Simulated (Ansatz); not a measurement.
# B (Pmmn) in Ansatz: a series of runs

Aim: see how the results for B move with the level of theory and the settings. Levels: PBE0, PBEsol0. Tasks: single point, relaxation of cell and atoms.

Program: Ansatz 0.2.0. These are calculated values, not measurements. Logs are shortened: lines on timing, memory, paths and dates and some standing lists are left out, and cuts for length are marked.

## (1) The structure

Symmetry: Pmmn, No. 59, orthorhombic system. Conventional cell: a = 1.625 Å, b = 2.866 Å, c = 3.914 Å, α = 90.00°, β = 90.00°, γ = 90.00°. Around B (site symmetry mm2) lie 6 B at 1.62 to 1.86 Å.

The cell was built by a generator and needn't be a form met in nature.

## (2) Single point, PBE0

File input:

```
crystal:
  lattice:
    - [1.62456, 0.0, 0.0]
    - [0.0, 2.86615, 0.0]
    - [0.0, 0.0, 3.9144]
  atoms:
    - { symbol: B, position: [0.0, 0.5, 0.60926] }
    - { symbol: B, position: [0.5, 0.0, 0.39074] }
hamiltonian:
  xc: pbe0
  pseudopotentials: { kind: paw }
kpoints:
  mp_grid: { grid: [8, 5, 4] }
scf:
  occupations: { method: fermi_dirac, width: 0.05 }
output:
  forces: true
  stress: true
  eigenvalues: true
  write_density: true
  write_potential: true
  elf: true
  volumetric_format: npy
```

Potentials or basis: Ansatz PAW.

Log:

```text
Warning: output.stress: scf.convergence.dr2_threshold = 1e-7 eV (the SCF's general default) is looser than the 2e-10 eV advised for a printed stress (1e-10 eV for each atom of the cell: 2). What an SCF threshold leaves in a stress goes as its square root, and in the free energy as the threshold itself, and one threshold admits the most on a small cell: of the crystals measured, under no hybrid functional and no lock of the moments, on runs that ended without the residual-converged pass, on stresses that held no estimate of that error, the worst erred by over 100 MPa in a component at 1e-7 eV an atom and by under 5 at 1e-10. Set scf.convergence.dr2_threshold to 2e-10 eV or tighter. The threshold is an SCF's pass mark: one that does not reach it within its budget of iterations ends unconverged, or closes short of it on a stop that the run arms, and scf.convergence.dr2_threshold's page says what that costs each kind of run
Warning: output.stress: scf.exx.energy_threshold = 1e-6 eV is looser than the 2e-8 eV advised for a stress under a hybrid functional (1e-8 eV for each atom of the cell: 2). Every SCF of the exchange loop can meet its threshold on dr2 while the loop round them stops early: no threshold on dr2 bounds what that leaves in the stress. Set scf.exx.energy_threshold to 2e-8 eV or tighter. The threshold is the loop's pass mark: a loop that does not reach it within its budget of cycles ends unconverged, and scf.exx.energy_threshold's page has the law
GPUs: using 1 of 1 available (devices: 1).
Engine: ansatz 0.2.0, x86_64-unknown-linux-gnu
Pseudopotentials: kind: paw
Pseudopotential: B, paw, valence charge 3, recommended cutoff 420 eV (normal), B.paw.azcp
Functional definition: PBE0
  parameter a = 0.25
  parameter kappa = 0.804
  parameter beta = 0.06672455060314922
  exchange = (1 - a)*pbe_x(kappa = kappa, mu = beta*pi^2/3) + a*exact_x
  correlation = pbe_c(beta = beta)
device memory: the entry about to start is reckoned to put 0.5 GiB on a device that reports 47.9 GiB free (of which the cap on the GPU budget leaves the run 18.0 GiB)
GPU FFT provider: cuFFT
GPU libraries: cuBLAS 13.8.2, cuFFT 12.4.0, cuSOLVER 12.3.4
Crystal: 2 atoms, lattice volume = 18.226 Å³
Basis set: ecut = 420 eV, 361 PW (Γ), exchange–correlation on 24×40×54 points (8 copies of the dense FFT grid, shifted against one another)
Bands: 7, of which v1, the nominal top of the filled ones, is band 3 counted from 1 (2 counted from 0)
Symmetry: 8 space group operations
Space group: Pmmn (ITA 59), of the structure as read, at distance tolerance 2.6e-5 Å
k-points: 45 of 160
Non-local potential: B, projectors of the file, l = 0: 2, l = 1: 2, l = 2: 1
PAW form: soft (Blöchl's): semilocal exchange-correlation on the pseudo side does not see the compensation charge
PAW frozen core: B, regenerated for the run's functional, and the local potential with it (the file was generated under x = pbe(κ = 0.804, μ = 0.2195149727645171), c = pbe(β = 0.06672455060314922))
PAW one-centre angular grid: B, 110 points (default); XC on 64 Gauss nodes
Initial density: superposition of atomic densities (neutral atoms: chi_scale 0, normalization atom), corrected by the library's trained network
Initial wavefunctions: pseudopotential atomic-orbital guess
GPU buffer pool allocated for 6480 grid points (all kernels)
GPU transforms: local potential and band sums: the whole-box path, slower on large boxes, on 12×20×27 (no pruned transform is built for box sides of 12 points)
Functional: x = pbe(κ = 0.804, μ = 0.2195149727645171), c = pbe(β = 0.06672455060314922), warm-up for x = 0.75 pbe(κ = 0.804, μ = 0.2195149727645171) + 0.25 exact, c = pbe(β = 0.06672455060314922)
SCF iter   1: F=—  HF=-310.824485 eV  |F-HF|=—  |Δ(HF+E_count)|=         —  Δρ=1.34e-2  dr2=5.82e-2  ethr=1.77e-3  ⟨swp⟩=6.4  Hψ=1501  notcnv=0
preconditioner: auto → none  [insulator: Δε(μ)=0.191 eV  Ē_g=14.594 eV  σ=0.050 eV  W_gap=0.64  n_scr=4 (ndim 8)  ℏωp=21.3 eV  f_vac=0.000  D(μ)=0.63/eV (n_scr^D=4)]
[... 36 lines left out ...]
Frozen-core exchange: fock
SCF iter   1: F=—  HF=-310.933440 eV  |F-HF|=—  |Δ(HF+E_count)|=         —  Δρ=4.71e-5  dr2=6.12e-6  ethr=3.30e-7  ⟨swp⟩=3.2  Hψ=696  notcnv=0
preconditioner: auto → none  [insulator: Δε(μ)=0.476 eV  Ē_g=17.287 eV  σ=0.050 eV  W_gap=0.63  n_scr=4 (ndim 8)  ℏωp=21.3 eV  f_vac=0.000  D(μ)=0.47/eV (n_scr^D=2)]
SCF iter   2: F=—  HF=-310.933440 eV  |F-HF|=—  |Δ(HF+E_count)|=   1.21e-7  Δρ=1.50e-5  dr2=5.85e-6  ethr=5.87e-9  ⟨swp⟩=2.8  Hψ=509  notcnv=0
SCF iter   3: F=—  HF=-310.933541 eV  |F-HF|=—  |Δ(HF+E_count)|=   1.01e-4  Δρ=3.60e-5  dr2=3.78e-7  ethr=3.17e-10  ⟨swp⟩=4.2  Hψ=729  notcnv=0  defer=2
SCF iter   4: F=—  HF=-310.933541 eV  |F-HF|=—  |Δ(HF+E_count)|=   1.50e-7  Δρ=3.03e-6  dr2=4.06e-8  ethr=3.17e-10  ⟨swp⟩=3.2  Hψ=605  notcnv=0
SCF iter   5: F=—  HF=-310.933541 eV  |F-HF|=—  |Δ(HF+E_count)|=   3.10e-7  Δρ=6.06e-6  dr2=8.05e-9  ethr=1.03e-11  ⟨swp⟩=4.4  Hψ=1065  notcnv=0  defer=3
SCF iter   6: F=—  HF=-310.933541 eV  |F-HF|=—  |Δ(HF+E_count)|=   3.05e-9  Δρ=1.91e-7  dr2=8.48e-10  ethr=1.03e-11  ⟨swp⟩=3.1  Hψ=594  notcnv=0
Mixer restart at iter 6: flushing history
SCF iter   7: F=-310.933541 eV  HF=-310.933541 eV  |F-HF|=1.15e-10  |Δ(HF+E_count)|=   4.68e-9  Δρ=1.12e-6  dr2=2.25e-10  ethr=1.00e-12  ⟨swp⟩=3.7  Hψ=626  notcnv=0
SCF 3 converged in 7 iterations: F = -310.933541 eV  dr2 = 2.25e-10
  Residual-converged pass: ⟨swp⟩=2.3  Hψ=465  notcnv=0  max |occ|·‖R‖ = 2.6e-7 eV (tolerance 2.7e-7 eV)  dr2=2.25e-10  dr2_onsite=2.76e-12  max |Δocc| = 1.6e-14
hybrid outer 2: dexx = +9.741e-8 eV, tail = 1.10e-9 eV, Δε = 3.24e-3 eV (about 6.35e-5 eV left of the loop's levels), ΔF = 1.53e-3 eV/Å (tail 1.48e-4)
hybrid SCF converged: 2 outer / 14 inner (+6 warm-up), last move |dexx| = 9.74e-8 eV, tail = 1.10e-9 eV
Stability not checked: this state was not tested for a lower state beside it, because the functional holds exact exchange (a hybrid, or Hartree-Fock), whose exchange loop this test does not read (fock_operator; see scf.lower_state_search)
Free energy (F): -310.933541 eV
Frozen-core exchange: fock
Harris-Foulkes:  -310.933541 eV  (|F-HF|=1.15e-10)
Internal energy: -310.930127 eV  (E = F + TS)
E sigma→0 (E₀):  -310.931834 eV
Entropy (-TS):   -0.003414 eV (-1.707 meV/atom)
Fermi energy:    7.287474 eV
--- Per-component energies (eV) ---
  E_band       = -11.261031
  E_kinetic    = 97.417935
  E_local      = -111.522912  (includes V_loc(G=0)·N_el)
  E_nonlocal   = 22.654368
  E_hartree    = 34.845204
  E_xc         = -49.702657
  E_vxc        = -58.890591  (∫ρ·V_xc dr)
  E_exx        = -12.771414  (= α·E_x^exact, valence–valence)
  E_paw        = -158.581728  (= ΣΔE_a)
  E_vpaw       = -5.067468  (= ΣTr[D̂ρ^β])
  E_aug_tail   = -0.000007  (compensation charges beyond the density's cutoff)
  E_ewald      = -133.243371
  E_core_change = -0.025545  (= ΣΔE_core)
  E_smearing   = -0.003414  (= −TS)
  E_closure    = -0.000000  (closes the sum)
  Σ components = -310.933541   (vs F -310.933541, Δ=0.00e0)
--- Forces (eV/Å), atoms counted from 1 ---
  atom   1  B      0.00000000     0.00000000     0.28091582
  atom   2  B      0.00000000     0.00000000    -0.28091582
  max |Σ_I F_I| component: 0.00e0 eV/Å
--- Stress (GPa, compression-positive) ---
       -9.829297       0.000000       0.000000
        0.000000       1.816000       0.000000
        0.000000       0.000000       2.661228
  P = ⅓ Tr σ = -1.7840 GPa (-17.840 kbar)
--- Band table (eV; the first three rows and the last of 45) ---
  k-point 0: bands = ["-11.8283", "-0.4783", "0.2918", "3.5802", "10.6457", "16.4574", "19.5039"]
  k-point 1: bands = ["-11.6968", "-2.0022", "0.3434", "6.0710", "10.7596", "15.7842", "18.5926"]
  k-point 2: bands = ["-11.5560", "-2.9847", "0.3956", "8.6707", "10.8539", "15.2189", "18.0146"]
  k-point 44: bands = ["-0.7178", "-0.7178", "11.6577", "11.6577", "15.2649", "15.2649", "17.2750"]
```

rho_z.tsv:

```text
# z_ang	rho[e/angstrom^3]
# format = ansatz-planar-average/11
# lattice	1.624560000	0.000000000	0.000000000
# lattice	0.000000000	2.866150000	0.000000000
# lattice	0.000000000	0.000000000	3.914400000
# sites	2
# site	5	0.000000000	1.433075000	2.384887344
# site	5	0.812280000	0.000000000	1.529512656
0.000000	5.182896e-2
0.144978	5.589731e-2
0.289956	6.873750e-2
0.434933	9.204032e-2
0.579911	1.280876e-1
0.724889	1.791739e-1
[... 19 lines left out ...]
3.624444	6.873750e-2
3.769422	5.589731e-2
```

Wall time 33 s (1 × NVIDIA H100 80GB HBM3 with 2 threads of AMD EPYC 7R13 (Zen 3), shared host); peak memory 1.6 GiB.

Results:

```yaml
Free_energy: -310.9335 eV
Pressure: -1.8 GPa
Largest_force: 0.281 eV/Å
Band_gap_on_the_k_mesh: none (metal or under the smearing width)
```

Forces on the atoms (eV/Å):
```
B    0.000  0.000  0.281
B    0.000  0.000 -0.281
```

Levels at points of the mesh, in eV from the Fermi level:
```csv
k point,band 1,band 2,band 3,band 4,band 5,band 6,band 7
"(0.00, 0.00, 0.00)",-19.12,-7.77,-7.00,-3.71,3.36,9.17,12.22
"(0.00, 0.00, -0.50)",-18.84,-10.27,-6.89,1.38,3.57,7.93,10.73
"(-0.50, 0.00, 0.00)",-8.92,-8.92,7.40,7.40,8.35,8.35,11.85
"(-0.50, 0.00, -0.50)",-8.83,-8.83,6.15,6.15,8.40,8.40,12.05
```

Caveat: the k mesh is coarse (spacing up to 0.48 Å⁻¹), so the values aren't converged, least of all with exact exchange; this functional lacks dispersion, which binds the layers, so the pressure and a relaxed spacing across them are unreliable; the PAW data sets come from PBE, with cores solved anew for the run's functional, which leaves a small shift of forces and pressure; the thresholds are loose for stress.

(Continued in part 2 of 2.)
